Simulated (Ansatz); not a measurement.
Runs of Ansatz 0.2.0 on CsPbCl3. It takes space group Pm-3m (No. 221, cubic). The conventional cell has a = 5.605 Å, b = 5.605 Å, c = 5.605 Å, α = 90.00°, β = 90.00°, γ = 90.00°. Pb (site symmetry m-3m) has 6 Cl at 2.80 Å as nearest neighbours. Around Cs (site symmetry m-3m) lie 12 Cl at 3.96 Å. Cl (site symmetry 4/mmm) has 2 Pb at 2.80 Å as nearest neighbours. 

```csv
level,gap on the mesh (eV),pressure (GPa),relaxed volume (Å³/atom)
r2SCAN+D4,3.36,0.0,36.09
r2SCAN+D3(BJ),3.35,0.0,35.90
r2SCAN+D3(BJ)-ATM,3.36,0.0,(a)
r2SCAN,3.39,0.0,(c)
r2SCAN+rVV10,(b),0.0,35.59
```

Alike in all rows: task relaxation of cell and atoms; potentials or basis Ansatz PAW; no spin polarisation; cell relaxed; k mesh 5 × 5 × 5; cutoff (eV) 500; smearing fermi-dirac 0.05 eV.

**Question.** Estimate the missing entries.

**Answer.** (a) 36.00; (b) 3.30; (c) 36.46.

Caveats: odd divisions of the mesh miss points on the zone boundary, where band edges often lie, so the gap on the mesh can be too wide; the plane-wave basis is chosen anew once the cell has moved, so the energies of steps on either side of that aren't comparable; spin-orbit coupling is left out, which as a rule narrows the gap of such compounds by several tenths of an eV; the PAW data sets come from PBE, with cores solved anew for the run's functional, which leaves a small shift of forces and pressure; the dispersion damping was fitted for another functional or another form of the correction (some runs).

A k mesh can miss the band edges, and the runs leave out spin-orbit coupling on Cs, Pb.

Runs at the PBE level aren't shown here.
